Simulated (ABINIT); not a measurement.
Wanted: the native input for an ABINIT 10.8.3 (patched build) run.

- Task: equation of state
- Functional: LDA
- Potentials or basis: JTH PAW LDA v2.0 sp
- Cutoff: 544 eV
- k mesh: 8 × 8 × 8
- Occupations: fermi-dirac, width 0.05 eV
- Spin: no spin polarisation
- Fine-grid cutoff: 1088.46 eV

Crystal: GaSb.

```
CELL_PARAMETERS angstrom
0.00000 3.05900 3.05900
3.05900 0.00000 3.05900
3.05900 3.05900 0.00000
ATOMIC_POSITIONS crystal
Sb 0.75000 0.75000 0.75000
Ga 0.00000 0.00000 0.00000
```

The input as run:

run.abi

```
# Datasets: one volume each
ndtset 7
getwfk -1
scalecart1 3*0.9795861087
scalecart2 3*0.9864848297
scalecart3 3*0.9932883884
scalecart4 3*1.0000000000
scalecart5 3*1.0066227096
scalecart6 3*1.0131594038
scalecart7 3*1.0196128224

# Pseudopotentials
pp_dirpath "./"
pseudos "Sb.LDA_PW-JTH_sp.xml, Ga.LDA_PW-JTH.xml"

# Structure
acell 4.3260792873 4.3260792873 4.3260792873 Angstrom
rprim
     0.0000000000     0.7071067812     0.7071067812
     0.7071067812     0.0000000000     0.7071067812
     0.7071067812     0.7071067812     0.0000000000
ntypat 2
znucl 51 31
natom 2
typat 1 2
xred
     0.7500000000     0.7500000000     0.7500000000
     0.0000000000     0.0000000000     0.0000000000

# Plane-wave basis
ecut 20.0
pawecutdg 40.0

# k points
kptopt 1
ngkpt 8 8 8
nshiftk 1
shiftk 0.0 0.0 0.0

# Exchange and correlation
ixc 7

# Bands and occupations
nband 13
occopt 3
tsmear 0.05 eV

# SCF cycle
nstep 100
tolvrs 1.0e-9

# Output
iomode 3
prtwf 1
prtden 0
prteig 0
prtebands 0
enunit 1
```

Potentials or basis: JTH PAW LDA v2.0 sp.

The run is started by

```bash
$ abinit run.abi > log 2>&1
```

Results of the run:

```
Equilibrium volume                      : 27.74 Å³/atom
Bulk modulus                            : 55 GPa
Pressure derivative of the bulk modulus : 4.7
```

Caveat: pressures at fixed basis lie under the slope of the energies; this set keeps more shells in the core, which shifts pressures and gaps.

Wall time 2 min on 1 thread of Arm Neoverse V1 (shared host), peak memory 0.14 GiB.
